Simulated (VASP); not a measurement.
Input of a VASP 6.6.1 run:

Contents of INCAR:

```
ALGO = Fast
EDIFF = 1E-6
EDIFFG = -0.01
ENCUT = 600
GGA = PE
IBRION = 2
ISIF = 3
ISMEAR = -1
IVDW = 12
LASPH = True
LCHARG = False
LREAL = False
LWAVE = False
NELM = 60
NSW = 40
PREC = Accurate
SIGMA = 0.05
```

File KPOINTS:

```
k-points
0
Gamma
  10 10 10
```

POSCAR

```
Rh
1.0
    0.0000000000      1.8978500000      1.8978500000
    1.8978500000      0.0000000000      1.8978500000
    1.8978500000      1.8978500000      0.0000000000
Rh
1
Direct
    0.0000000000      0.0000000000      0.0000000000
```

Potentials or basis: VASP PAW PBE potentials, release 64 (Rh_pv).

Launch:

```sh
$ cat potpaw_PBE.64/Rh_pv/POTCAR > POTCAR
$ mpirun -np 1 vasp_std > vasp.out
```

Problem. What does it give for the dispersion energy per atom?

Solution. -0.653 eV.

Problem. Estimate the band gap on the k mesh.

Solution. None (metal or under the smearing width).

Final structure:
```cif
data_structure
_symmetry_space_group_name_H-M 'P 1'
_symmetry_Int_Tables_number 1
_cell_length_a 2.6818
_cell_length_b 2.6818
_cell_length_c 2.6818
_cell_angle_alpha 60.000
_cell_angle_beta 60.000
_cell_angle_gamma 60.000
_cell_volume 13.64
loop_
_atom_site_label
_atom_site_type_symbol
_atom_site_fract_x
_atom_site_fract_y
_atom_site_fract_z
_atom_site_occupancy
Rh1 Rh 0.00000 0.00000 0.00000 1
```
